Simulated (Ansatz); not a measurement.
Runs of Ansatz 0.2.0 on TiB2. It takes space group P6/mmm (No. 191, hexagonal). Conventional cell: a = 3.029 Å, b = 3.029 Å, c = 3.228 Å, α = 90.00°, β = 90.00°, γ = 120.00°. Around Ti (site symmetry 6/mmm) lie 12 B at 2.38 Å. Around B (site symmetry -6m2) lie 3 B at 1.75 Å. 

```csv
level,share of exact exchange,gap on the mesh (eV),pressure (GPa)
r2SCAN0 form with a typed share of exact exchange,0,none,-1.0
r2SCAN0 form with a typed share of exact exchange,0.15,none,-3.8
r2SCAN0,0.25,none,(a)
r2SCAN0 form with a typed share of exact exchange,0.35,none,(b)
r2SCAN0 form with a typed share of exact exchange,0.1,none,-2.9
r2SCAN0 form with a typed share of exact exchange,0.5,none,-9.7
```

Alike in all rows: task single point; potentials or basis Ansatz PAW; no spin polarisation; cell as given; k mesh 6 × 6 × 5; cutoff (eV) 500; smearing fermi-dirac 0.05 eV; the mesh is coarse, so values aren't converged.

Question: Estimate the missing entries.

Answer: (a) -5.6; (b) -7.3.

Caveats: all runs use coarse meshes; the PAW data sets come from PBE, with cores solved anew for the run's functional, which leaves a small shift of forces and pressure; the thresholds are loose for stress (some runs).

A gap of «none» marks a metal or a gap under the smearing width.

Runs at the PBE level aren't shown here.
